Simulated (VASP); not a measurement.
# A VASP 6.6.1 single-point calculation on MgS

INCAR

```
IBRION = -1
NSW = 0
ISIF = 2
LCHARG = .FALSE.
METAGGA = R2SCAN
NBANDS = 11
LASPH = .TRUE.
NELM = 54
ISMEAR = 0
EDIFF = 1E-7
LREAL = .FALSE.
ENCUT = 600
PREC = Accurate
ALGO = Normal
SIGMA = 0.01
LWAVE = .FALSE.
```

KPOINTS

```
KPOINTS created by Atomic Simulation Environment
0
Gamma
8 8 8
0 0 0
```

POSCAR

```
Mg S
 1.0000000000000000
     0.0000000000000000    2.8416341708999999    2.8416341708999999
     2.8416341708999999    0.0000000000000000    2.8416341708999999
     2.8416341708999999    2.8416341708999999    0.0000000000000000
 Mg  S
   1   1
Cartesian
  0.0000000000000000  0.0000000000000000  0.0000000000000000
  1.4208170854500000  1.4208170854500000  1.4208170854500000
```

The recommended PBE PAW datasets give the neutral cell 8 valence electrons.

Command

```
mpirun -np 1 vasp_std
```

OSZICAR

```
N       E                     dE             d eps       ncg     rms          rms(c)
DAV:   1     0.214199346937E+02    0.21420E+02   -0.37409E+03   638   0.663E+02
DAV:   2    -0.149217436400E+02   -0.36342E+02   -0.35300E+02   790   0.110E+02
DAV:   3    -0.172213774859E+02   -0.22996E+01   -0.22961E+01   798   0.294E+01
DAV:   4    -0.172406041546E+02   -0.19227E-01   -0.19225E-01   759   0.326E+00
DAV:   5    -0.172408600036E+02   -0.25585E-03   -0.25585E-03   797   0.375E-01    0.419E+00
DAV:   6    -0.154275251124E+02    0.18133E+01   -0.12740E+00   680   0.567E+00    0.420E+00
DAV:   7    -0.154360616051E+02   -0.85365E-02   -0.26423E-01   737   0.234E+00    0.265E+00
DAV:   8    -0.154487382714E+02   -0.12677E-01   -0.11204E-02   698   0.811E-01    0.121E-01
DAV:   9    -0.154490067892E+02   -0.26852E-03   -0.20936E-04   850   0.931E-02    0.111E-01
DAV:  10    -0.154492462750E+02   -0.23949E-03   -0.24578E-04   686   0.139E-01    0.421E-02
DAV:  11    -0.154492482917E+02   -0.20168E-05   -0.15193E-06   829   0.893E-03    0.359E-03
DAV:  12    -0.154492479254E+02    0.36631E-06   -0.10870E-07   753   0.269E-03    0.181E-03
DAV:  13    -0.154492477835E+02    0.14187E-06   -0.17819E-08   514   0.774E-04    0.587E-04
DAV:  14    -0.154492477934E+02   -0.99110E-08   -0.18215E-09   397   0.347E-04
   1 F= -.15449248E+02 E0= -.15449248E+02  d E =-.537193E-29
```

From OUTCAR

```
k-points           NKPTS =     29   k-points in BZ     NKDIM =     29   number of bands    NBANDS=     11

   NELECT =       8.0000    total number of electrons

   dimension x,y,z NGX =    32 NGY =   32 NGZ =   32
   dimension x,y,z NGXF=    64 NGYF=   64 NGZF=   64

  energy-cutoff  :      600.00
  volume of cell :       45.89
      direct lattice vectors                 reciprocal lattice vectors
     0.000000000  2.841634171  2.841634171    -0.175955091  0.175955091  0.175955091
     2.841634171  0.000000000  2.841634171     0.175955091 -0.175955091  0.175955091
     2.841634171  2.841634171  0.000000000     0.175955091  0.175955091 -0.175955091

 k-points in reciprocal lattice and weights: KPOINTS created by Atomic Simulation Env
   0.00000000  0.00000000  0.00000000       0.002
   0.12500000  0.00000000  0.00000000       0.016
   0.25000000  0.00000000  0.00000000       0.016
   0.37500000  0.00000000  0.00000000       0.016
   0.50000000  0.00000000  0.00000000       0.008
   0.12500000  0.12500000  0.00000000       0.012
   0.25000000  0.12500000  0.00000000       0.047
   0.37500000  0.12500000  0.00000000       0.047
   ...

 E-fermi :   0.7745

 k-point     1 :       0.0000    0.0000    0.0000
  band No.  band energies     occupation
      1     -11.0019      2.00000
      2       0.6990      2.00000
      3       0.6990      2.00000
      4       0.6990      2.00000
      5       4.7680      0.00000
      6       9.2632      0.00000
      7       9.2632      0.00000
      8       9.2632      0.00000
      9      12.1303      0.00000
     10      12.1303      0.00000
     11      15.3037      0.00000

 k-point     2 :       0.1250    0.0000    0.0000
  band No.  band energies     occupation
      1     -10.9143      2.00000
      2       0.0477      2.00000
      3       0.6460      2.00000
      4       0.6460      2.00000
      5       5.4078      0.00000
      6       9.0798      0.00000
      7       9.4453      0.00000
      8       9.4453      0.00000
      9      11.6695      0.00000
     10      11.6695      0.00000
     11      14.5567      0.00000

 k-point     3 :       0.2500    0.0000    0.0000
  band No.  band energies     occupation
      1     -10.6881      2.00000
      2      -1.1188      2.00000
      3       0.5258      2.00000
      4       0.5258      2.00000
      5       6.2790      0.00000
      6       9.1138      0.00000
      7       9.4606      0.00000
      8       9.4606      0.00000
      9      11.7509      0.00000
     10      11.7509      0.00000
     11      13.6686      0.00000

 k-point     4 :       0.3750    0.0000    0.0000
  band No.  band energies     occupation
      1     -10.4364      2.00000
      2      -2.0547      2.00000
      3       0.4150      2.00000
      4       0.4150      2.00000
      5       6.4736      0.00000
      6       9.0741      0.00000
      7       9.0741      0.00000
      8       9.6725      0.00000
      9      13.1021      0.00000
     10      13.1021      0.00000
     11      13.7142      0.00000

 k-point     5 :       0.5000    0.0000    0.0000
  band No.  band energies     occupation
      1     -10.3228      2.00000
      2      -2.4105      2.00000
      3       0.3715      2.00000
      4       0.3715      2.00000
      5       6.4468      0.00000
      6       8.8942      0.00000
      7       8.8942      0.00000
      8       9.9073      0.00000
      9      14.4327      0.00000
     10      14.5267      0.00000
     11      14.5267      0.00000

 ...

  Total       -0.2641743     -0.2641743     -0.2641743     -0.0000000     -0.0000000      0.0000000
  in kB       -9.2228808     -9.2228808     -9.2228808     -0.0000000     -0.0000000      0.0000000
  external PRESSURE =      -9.2228808 kB  Pullay stress =       0.0000000 kB

 POSITION                                       TOTAL-FORCE (eV/Angst)
 -----------------------------------------------------------------------------------
      0.00000      0.00000      0.00000         0.000000      0.000000     -0.000000
      1.42082      1.42082      1.42082        -0.000000     -0.000000      0.000000
 -----------------------------------------------------------------------------------
    total drift:                               -0.000003     -0.000003     -0.000003

  FREE ENERGIE OF THE ION-ELECTRON SYSTEM (eV)
  ---------------------------------------------------
  free  energy   TOTEN  =       -15.4492477934 eV

  energy  without entropy=      -15.4492477934  energy(sigma->0) =      -15.44924779
```

It converged. Results: gap between bands v and c on the k mesh 4.07 eV; least direct gap on the k mesh 4.07 eV; pressure -0.9 GPa. Band v is the last that the valence electrons fill when counted band by band, and c is the next.

For comparison, a separate r²SCAN run of the intended cell, on usual settings and not on those above, gives a gap of 4.07 eV on its mesh and a pressure of -0.9 GPa.

The run above took about 21 s on one core of a shared host (Intel Xeon 6975P-C) and held 0.19 GiB at most.
